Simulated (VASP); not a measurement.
# MnO2 (Pmmn) in VASP: further runs

The runs below take MnO2 through density of states, optical spectrum, single point, with LDA+U, BLYP, PBE.

Program: VASP 6.6.1. These are calculated values, not measurements. Logs are shortened: lines on timing, memory, paths and dates and some standing lists are left out, and cuts for length are marked.

**1. The structure**

The structure is orthorhombic, space group Pmmn (No. 59). Conventional cell: a = 2.904 Å, b = 3.845 Å, c = 6.164 Å, α = 90.00°, β = 90.00°, γ = 90.00°. Mn (site symmetry mm2) is surrounded by 6 O at 1.83 to 2.05 Å. O (site symmetry mm2) has 2 Mn at 1.83 Å as nearest neighbours. O (site symmetry mm2) has 4 Mn at 1.98 to 2.05 Å as nearest neighbours.

Measurements of this composition are mostly on another form, of space group No. 136.

**2. Density of states, LDA+U, collinear spin, ferromagnetic start**

File run.py:

```python
from ase.calculators.vasp import Vasp
from ase.dft.dos import DOS
from ase.spacegroup import crystal

atoms = crystal(
    ['Mn', 'O', 'O'],
    basis=[[0.5, 0.5, 0.3433015], [0.5, 0.0, 0.8375675], [0.5, 0.0, 0.4217995]],
    spacegroup=59,
    setting=1,
    cellpar=[2.904158, 3.84481, 6.164264, 90.0, 90.0, 90.0],
    primitive_cell=True,
)
atoms.set_initial_magnetic_moments([4.0, 4.0, 0.0, 0.0, 0.0, 0.0])
calc = Vasp(
    directory='calc',
    xc='lda',
    pp='LDA',
    setups='recommended',
    prec='Accurate',
    encut=520,
    ediff=1e-06,
    ismear=0,
    sigma=0.05,
    lreal=False,
    lasph=True,
    nelm=100,
    algo='Normal',
    isif=2,
    lwave=False,
    lcharg=False,
    ispin=2,
    lorbit=10,
    lmaxmix=4,
    ldautype=2,
    ldauprint=1,
    ldau_luj={'Mn': {'L': 2, 'U': 5, 'J': 0}},
    kpts=[9, 7, 5],
    gamma=True,
    nbands=38,
)
atoms.calc = calc

print('energy (eV):', atoms.get_potential_energy())
print('free energy (eV):', atoms.get_potential_energy(force_consistent=True))
print('forces (eV/A):')
print(atoms.get_forces())
print('stress (eV/A^3, Voigt):', atoms.get_stress())
print('Fermi level (eV):', calc.get_fermi_level())
print('moment (muB):', atoms.get_magnetic_moment())
print('site moments (muB):', atoms.get_magnetic_moments())
dos = DOS(calc, width=0.2, window=(-10, 10), npts=201)
print('E - E_F (eV), DOS (1/eV)')
for e, g in zip(dos.get_energies(), dos.get_dos()):
    print(f'{e:8.3f} {g:10.4f}')
```

Potentials or basis: VASP PAW LDA potentials, release 64 (Mn_pv, O).

On the command line:

```
python run.py
```

The program printed:

```text
energy (eV): -44.34664012
free energy (eV): -44.34774249
forces (eV/A):
[[ 0.          0.          0.10321269]
 [ 0.          0.         -0.10321269]
 [ 0.          0.         -0.54165276]
 [ 0.          0.          0.54165276]
 [ 0.          0.          0.4212729 ]
 [ 0.          0.         -0.4212729 ]]
stress (eV/A^3, Voigt): [ 0.072317    0.05299966  0.06042099 -0.         -0.         -0.        ]
Fermi level (eV): 2.42421508
moment (muB): 5.9999382
site moments (muB): [ 3.343  3.343 -0.214 -0.214 -0.152 -0.152]
E - E_F (eV), DOS (1/eV)
 -10.000     0.0000
  -9.900     0.0000
  -9.800     0.0000
  -9.700     0.0000
  -9.600     0.0000
  -9.500     0.0000
[... 193 lines left out ...]
   9.900     1.1643
  10.000     1.0732
```

INCAR:

```text
ENCUT = 520.000000
SIGMA = 0.050000
EDIFF = 1.00e-06
ALGO = Normal
PREC = Accurate
ISIF = 2
ISMEAR = 0
ISPIN = 2
LDAUPRINT = 1
LDAUTYPE = 2
LMAXMIX = 4
LORBIT = 10
NBANDS = 38
NELM = 100
LASPH = .TRUE.
LCHARG = .FALSE.
LWAVE = .FALSE.
LREAL = .FALSE.
LDAU = .TRUE.
LDAUL = 2 -1
LDAUU = 5.000 0.000
LDAUJ = 0.000 0.000
MAGMOM = 2*4.0000 4*0.0000
```

It took 2.4 min on 1 thread of Intel Xeon 6975P-C (Granite Rapids), shared host; peak memory 0.3 GiB.

What came out:

| Item | Value |
| --- | --- |
| Free energy | -44.3477 eV |
| Pressure | -9.9 GPa |
| Largest force | 0.542 eV/Å |
| Band gap on the k mesh | none (metal or under the smearing width) |
| Net moment | 6.00 μB per cell |
| Site moments | Mn +3.34; O -0.21, -0.15 μB |
| Valence electrons inside the program's atomic spheres | Mn 11.61; O 4.91, 4.98 |

Forces in eV/Å, atoms in the order of the input:
```
Mn   0.000  0.000  0.103
Mn   0.000  0.000 -0.103
O    0.000  0.000 -0.542
O    0.000  0.000  0.542
O    0.000  0.000  0.421
O    0.000  0.000 -0.421
```

States per cell in windows of 1 eV (zero at the Fermi level; states under -8 eV left out):
| from (eV) | up | down | Mn1_d_up | Mn2_d_up | Mn1_d_down | Mn2_d_down | O3_p_down | O4_p_down |
| --- | --- | --- | --- | --- | --- | --- | --- | --- |
| -8.0 | 0.90 | 0.00 | 0.18 | 0.18 | 0.00 | 0.00 | 0.00 | 0.00 |
| -7.0 | 2.04 | 0.37 | 0.53 | 0.53 | 0.02 | 0.02 | 0.00 | 0.00 |
| -6.0 | 2.50 | 1.33 | 0.76 | 0.76 | 0.06 | 0.06 | 0.02 | 0.02 |
| -5.0 | 3.58 | 1.91 | 1.20 | 1.20 | 0.15 | 0.15 | 0.12 | 0.12 |
| -4.0 | 2.05 | 2.73 | 0.53 | 0.53 | 0.25 | 0.25 | 0.44 | 0.44 |
| -3.0 | 2.31 | 1.98 | 0.31 | 0.31 | 0.08 | 0.08 | 0.27 | 0.27 |
| -2.0 | 2.18 | 3.61 | 0.25 | 0.25 | 0.17 | 0.17 | 0.89 | 0.89 |
| -1.0 | 2.33 | 0.07 | 0.23 | 0.23 | 0.00 | 0.00 | 0.02 | 0.02 |
| 0.0 | 1.09 | 0.00 | 0.21 | 0.21 | 0.00 | 0.00 | 0.00 | 0.00 |
| 1.0 | 2.20 | 0.00 | 0.49 | 0.49 | 0.00 | 0.00 | 0.00 | 0.00 |
| 2.0 | 0.83 | 0.89 | 0.18 | 0.18 | 0.39 | 0.39 | 0.01 | 0.01 |
| 3.0 | 0.00 | 5.19 | 0.00 | 0.00 | 2.16 | 2.16 | 0.13 | 0.13 |
| 4.0 | 0.00 | 3.92 | 0.00 | 0.00 | 1.44 | 1.44 | 0.17 | 0.17 |
| 5.0 | 0.00 | 0.00 | 0.00 | 0.00 | 0.00 | 0.00 | 0.00 | 0.00 |
| 6.0 | 0.02 | 0.00 | 0.00 | 0.00 | 0.00 | 0.00 | 0.00 | 0.00 |
| 7.0 | 0.09 | 0.09 | 0.00 | 0.00 | 0.00 | 0.00 | 0.00 | 0.00 |

Eigenvalues of the final occupation matrices:
| site | spin | trace | eigenvalues |
| --- | --- | --- | --- |
| site 1 d | 1 | 4.10 | 0.60 0.64 0.94 0.95 0.96 |
| site 1 d | 2 | 0.80 | 0.08 0.09 0.10 0.23 0.30 |
| site 2 d | 1 | 4.10 | 0.60 0.64 0.94 0.95 0.96 |
| site 2 d | 2 | 0.80 | 0.08 0.09 0.10 0.23 0.30 |

Caveat: only a ferromagnetic start was run, and an antiferromagnetic order may lie lower in energy.

**3. Optical spectrum, BLYP, collinear spin, zero start**

File INCAR:

```
PREC = Accurate
ENCUT = 520
EDIFF = 1E-6
ISMEAR = -1
SIGMA = 0.05
LREAL = False
LASPH = True
NELM = 150
ALGO = Fast
ISIF = 2
LWAVE = False
LCHARG = False
ISPIN = 2
MAGMOM = 0 0 0 0 0 0
LORBIT = 11
LMAXMIX = 4
GGA = B5
ALDAX = 1.0
AGGAX = 1.0
AGGAC = 1.0
ALDAC = 0.0
LOPTICS = True
NBANDS = 49
NEDOS = 2000
CSHIFT = 0.1
```

File MnO2.cif:

```cif
data_MnO2
_cell_length_a 2.90415800
_cell_length_b 3.84481000
_cell_length_c 6.16426400
_cell_angle_alpha 90.00000000
_cell_angle_beta 90.00000000
_cell_angle_gamma 90.00000000
_space_group_name_H-M_alt 'Pmmn'
_space_group_name_Hall 'P 2 2ab -1ab'
_space_group_IT_number 59
loop_
_space_group_symop_operation_xyz
'x,y,z'
'-x,-y,z'
'x+1/2,-y+1/2,-z'
'-x+1/2,y+1/2,-z'
'-x+1/2,-y+1/2,-z'
'x+1/2,y+1/2,-z'
'-x,y,z'
'x,-y,z'
loop_
_atom_site_label
_atom_site_type_symbol
_atom_site_symmetry_multiplicity
_atom_site_Wyckoff_symbol
_atom_site_fract_x
_atom_site_fract_y
_atom_site_fract_z
_atom_site_occupancy
Mn1 Mn 2 a 0.5000000000 0.5000000000 0.3433015000 1
O1 O 2 b 0.5000000000 0.0000000000 0.8375675000 1
O2 O 2 b 0.5000000000 0.0000000000 0.4217995000 1
```

File KPOINTS:

```
Automatic mesh
0
Gamma
  9 7 5
```

File POSCAR:

```
Mn O 
 1.0000000000000000
     2.9041579999999998    0.0000000000000000    0.0000000000000000
     0.0000000000000000    3.8448099999999998    0.0000000000000000
     0.0000000000000000    0.0000000000000000    6.1642640000000002
 Mn  O  
   2   4
Cartesian
  1.4520789999999999  1.9224049999999999  2.1162010775960001
  0.0000000000000000  0.0000000000000000  4.0480629224040010
  1.4520789999999999  0.0000000000000000  5.1629871878200007
  0.0000000000000000  1.9224049999999999  1.0012768121800000
  1.4520789999999999  0.0000000000000000  2.6000834730680000
  0.0000000000000000  1.9224049999999999  3.5641805269320002
```

Potentials or basis: VASP PAW PBE potentials, release 64 (Mn_pv, O).

On the command line:

```
ase convert -i cif -o vasp MnO2.cif POSCAR
cat potpaw_PBE.64/Mn_pv/POTCAR potpaw_PBE.64/O/POTCAR > POTCAR
mpirun -np 1 vasp_std > vasp.out
```

OUTCAR:

```text
PREC = Accurate
   ENCUT = 520
   EDIFF = 1E-6
   ISMEAR = -1
   LREAL = False
   LASPH = True
   NELM = 150
   ISIF = 2
   ISPIN = 2
   LORBIT = 11
   GGA = B5

 ion  position               nearest neighbor table
   1  0.500  0.500  0.343-   4 1.83   4 1.83   5 1.98   5 1.98   6 2.05   6 2.05   2 3.09   2 3.09
                             2 3.09   2 3.09
   2  0.000  0.000  0.657-   3 1.83   3 1.83   6 1.98   6 1.98   5 2.05   5 2.05   1 3.09   1 3.09
                             1 3.09   1 3.09
   3  0.500  0.000  0.838-   2 1.83   2 1.83
   4  0.000  0.500  0.162-   1 1.83   1 1.83
   5  0.500  0.000  0.422-   1 1.98   1 1.98   2 2.05   2 2.05
   6  0.000  0.500  0.578-   2 1.98   2 1.98   1 2.05   1 2.05

  LATTYP: Found a simple orthorhombic cell.
 ALAT       =     2.9041580000
 B/A-ratio  =     1.3238983554
 C/A-ratio  =     2.1225649569

  Lattice vectors:

 A1 = (   2.9041580000,   0.0000000000,   0.0000000000)
 A2 = (   0.0000000000,   3.8448100000,   0.0000000000)
 A3 = (   0.0000000000,   0.0000000000,   6.1642640000)

Analysis of symmetry for initial positions (statically):
=====================================================================
 Subroutine PRICEL returns:
 Original cell was already a primitive cell.

 Routine SETGRP: Setting up the symmetry group for a
 simple orthorhombic supercell.

 Subroutine GETGRP returns: Found  8 space group operations
 (whereof  4 operations were pure point group operations)
 out of a pool of  8 trial point group operations.

The static configuration has the point symmetry C_2v.
 The point group associated with its full space group is D_2h.
[... 2171 lines left out ...]
     0.00000     0.00000     0.00000     0.00000     0.00000     0.00000     0.00000
     0.88368    54.79346    24.68506     5.18575     0.00000     0.00000     0.00000
     1.76737     6.72049     3.38514     1.07694     0.00000     0.00000     0.00000
     2.65105    10.51012     8.94192     4.21790     0.00000     0.00000     0.00000
     3.53473     4.44065     5.57660     7.16477     0.00000     0.00000     0.00000
     4.41841     5.98195     8.23020     5.94660     0.00000     0.00000     0.00000
[... 92 lines left out ...]
    86.60089     0.00018     0.00018     0.00018     0.00000     0.00000     0.00000
    87.48457     0.00018     0.00017     0.00017     0.00000     0.00000     0.00000

  frequency dependent      REAL DIELECTRIC FUNCTION (independent particle, no local field effects) density-density
     E(ev)        X           Y           Z          XY          YZ          ZX
  --------------------------------------------------------------------------------------------------------------
     0.00000   193.75758    55.00251    26.92128     0.00000     0.00000     0.00000
     0.88368    -5.00917     6.45075     2.33508     0.00000     0.00000     0.00000
     1.76737    -3.59409     1.88069     7.40457     0.00000     0.00000     0.00000
     2.65105    -0.57214     4.78015     7.38179     0.00000     0.00000     0.00000
     3.53473     0.85713     1.73739     6.29811     0.00000     0.00000     0.00000
     4.41841     5.96004     1.66416     5.36816     0.00000     0.00000     0.00000
[... 92 lines left out ...]
    86.60089     0.93269     0.93490     0.93409     0.00000     0.00000     0.00000
    87.48457     0.93429     0.93646     0.93567     0.00000     0.00000     0.00000

  frequency dependent IMAGINARY DIELECTRIC FUNCTION (independent particle, no local field effects) current-current
     E(ev)      X         Y         Z        XY        YZ        ZX
  --------------------------------------------------------------------------------------------------------------
     0.00000   685.69868   204.44068   113.74921     0.00000     0.00000     0.00000
     0.88368    52.02615    25.35480     5.10675     0.00000     0.00000     0.00000
     1.76737     6.15309     3.40659     1.82238     0.00000     0.00000     0.00000
     2.65105    10.33739     9.20102     4.70288     0.00000     0.00000     0.00000
     3.53473     4.43438     5.61342     7.48716     0.00000     0.00000     0.00000
     4.41841     6.24574     8.28129     6.15972     0.00000     0.00000     0.00000
[... 92 lines left out ...]
    86.60089     0.00003     0.00003     0.00003     0.00000     0.00000     0.00000
    87.48457     0.00003     0.00003     0.00003     0.00000     0.00000     0.00000

  frequency dependent      REAL DIELECTRIC FUNCTION (independent particle, no local field effects) current-current
     E(ev)        X           Y           Z          XY          YZ          ZX
  --------------------------------------------------------------------------------------------------------------
     0.00000    41.72136    20.93094    11.19200     0.00000     0.00000     0.00000
     0.88368   -15.87598     0.36588     1.50658     0.00000     0.00000     0.00000
     1.76737    -3.34697     1.80080     7.39215     0.00000     0.00000     0.00000
     2.65105    -1.09058     4.11311     7.09275     0.00000     0.00000     0.00000
     3.53473     0.82205     1.49384     5.88103     0.00000     0.00000     0.00000
     4.41841     5.82768     1.26616     5.10947     0.00000     0.00000     0.00000
[... 92 lines left out ...]
    86.60089     0.93300     0.93497     0.93412     0.00000     0.00000     0.00000
    87.48457     0.93460     0.93653     0.93569     0.00000     0.00000     0.00000

 total charge

# of ion       s       p       d       tot
------------------------------------------
    1        0.312   6.370   5.012  11.693
    2        0.312   6.370   5.012  11.693
    3        1.585   3.300   0.000   4.886
    4        1.585   3.300   0.000   4.886
    5        1.560   3.431   0.000   4.991
    6        1.560   3.431   0.000   4.991
--------------------------------------------------
tot          6.914  26.203  10.023  43.140

 magnetization (x)

# of ion       s       p       d       tot
------------------------------------------
    1       -0.000  -0.000   0.000   0.000
    2       -0.000  -0.000   0.000   0.000
    3        0.000   0.000   0.000   0.000
    4        0.000   0.000   0.000   0.000
    5       -0.000   0.000   0.000   0.000
    6       -0.000   0.000   0.000   0.000
--------------------------------------------------
tot         -0.000   0.000   0.000   0.000
```

stdout:

```text
POSCAR found type information on POSCAR MnO
 POSCAR found :  2 types and       6 ions
 scaLAPACK will be used
 -----------------------------------------------------------------------------
|                                                                             |
|                                                                             |
|     You enforced a specific xc type in the INCAR file but a different       |
|     I HOPE YOU KNOW WHAT YOU ARE DOING!                                     |
|                                                                             |
 -----------------------------------------------------------------------------

 LDA part: xc-table for (Slater(with rela. corr.)+VWN5), standard interpolation
 POSCAR, INCAR and KPOINTS ok, starting setup
 FFT: planning ... GRIDC
 FFT: planning ... GRID_SOFT
 FFT: planning ... GRID
 WAVECAR not read
 entering main loop
 optical routines
 imaginary and real dielectric function
 recalculating local potential from charge density
 direction            1
 direction            2
 direction            3
```

Run time: 3.7 min. Hardware: 1 thread of Intel Xeon 6975P-C (Granite Rapids), shared host; peak memory 0.76 GiB.

Results:

- Free energy: -43.0858 eV
- Pressure: -9.9 GPa
- Largest force: 2.429 eV/Å
- Band gap on the k mesh: none (metal or under the smearing width)
- Net moment: 0.00 μB per cell
- Valence electrons inside the program's atomic spheres: Mn 11.69; O 4.89, 4.99

Forces in eV/Å, atoms in the order of the input:
```
Mn   0.000  0.000 -2.429
Mn   0.000  0.000  2.429
O    0.000  0.000 -2.423
O    0.000  0.000  2.423
O    0.000  0.000  0.191
O    0.000  0.000 -0.191
```

Stress tensor (GPa, compression positive):
```
-12.36   0.00   0.00
  0.00  -6.29   0.00
  0.00   0.00 -11.16
```

Levels at points of the mesh, in eV from the Fermi level:
Spin up:
| k point | band 21 | band 22 | band 23 | band 24 | band 25 | band 26 | band 27 | band 28 | band 29 | band 30 |
| --- | --- | --- | --- | --- | --- | --- | --- | --- | --- | --- |
| (0.00, 0.00, 0.00) | -2.50 | -1.83 | -0.92 | -0.53 | -0.07 | 0.08 | 0.72 | 1.13 | 1.32 | 1.71 |
Spin down:
```tsv
k point	band 21	band 22	band 23	band 24	band 25	band 26	band 27	band 28	band 29	band 30
(0.00, 0.00, 0.00)	-2.50	-1.83	-0.92	-0.53	-0.07	0.08	0.72	1.13	1.32	1.71
```

Dielectric function (mean over the directions given):
```csv
energy (eV),real part,imaginary part
0.27,41.46,44.83
1.24,-5.12,12.68
2.30,6.62,6.29
3.36,2.46,6.15
4.33,4.48,6.02
5.39,-0.81,6.65
6.45,-2.01,4.73
7.51,-1.89,2.26
8.48,-0.82,0.69
9.54,0.29,0.50
10.60,0.77,0.60
11.66,1.13,0.70
12.64,1.41,0.81
13.70,1.48,1.17
14.76,1.47,1.24
15.82,1.26,1.67
16.79,1.04,1.50
17.85,1.15,1.78
18.91,0.68,1.74
19.97,-0.01,1.69
```

Caveat: spectra need much finer meshes, so this one isn't converged; these spectra lack excitons; the intraband (Drude) part of a metal's response may be missing; the PAW data sets were made with another functional, which shifts forces and pressure a little; semilocal functionals often make such compounds metallic where correlation or magnetic order opens a gap, which also shifts bond lengths. With open d or f shells a metallic result of BLYP can be an artefact of self-interaction; +U or a hybrid may open a gap.

(Part 1 of 2 ends here.)
